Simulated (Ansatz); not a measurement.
The system is CoO.

```
O Co
1.0
     1.50547    0.86918    2.43993
    -1.50547    0.86918    2.43993
     0.00000   -1.73837    2.43993
O Co
1 1
Direct
  0.50000 0.50000 0.50000
  0.00000 0.00000 0.00000
```

The cell is a database's computed one.

The cell isn't the ideal one: another cell of the same crystal, with 2 atoms.

Base run:

| Property | Result |
| --- | --- |
| Program | Ansatz 0.2.0 |
| Functional | LDA |
| Potentials or basis | Ansatz PAW |
| Cutoff | 420 eV (not typed: the program's choice for these potentials) |
| k mesh | 11 × 11 × 11 |
| Occupations | gaussian, width 0.05 eV |
| Spin | collinear spin, ferromagnetic start |
| Starting moments | [0.0, 2.0] μB |

Its results: band gap on the k mesh none (metal or under the smearing width); pressure -18.1 GPa; net moment 2.85 μB per cell; site moments O +0.33; Co +2.40 μB.

Problem. The run is repeated on the same cell with these changes: functional from LDA to PBE; occupations from gaussian, width 0.05 eV to gaussian, width 0.1 eV. What comes out?

Solution. Band gap on the k mesh none (metal or under the smearing width); pressure -0.1 GPa; net moment 2.91 μB per cell; site moments O +0.32; Co +2.48 μB.

Caveats: a cell with one magnetic atom can't hold antiferromagnetic order, which such compounds often take; semilocal functionals often make such compounds metallic where correlation or magnetic order opens a gap, which also shifts bond lengths; so large a pressure means that the cell lies far from this level's equilibrium, or that cutoff or potentials fall short (some runs); the PAW data sets come from PBE, with cores solved anew for the run's functional, which leaves a small shift of forces and pressure (some runs).
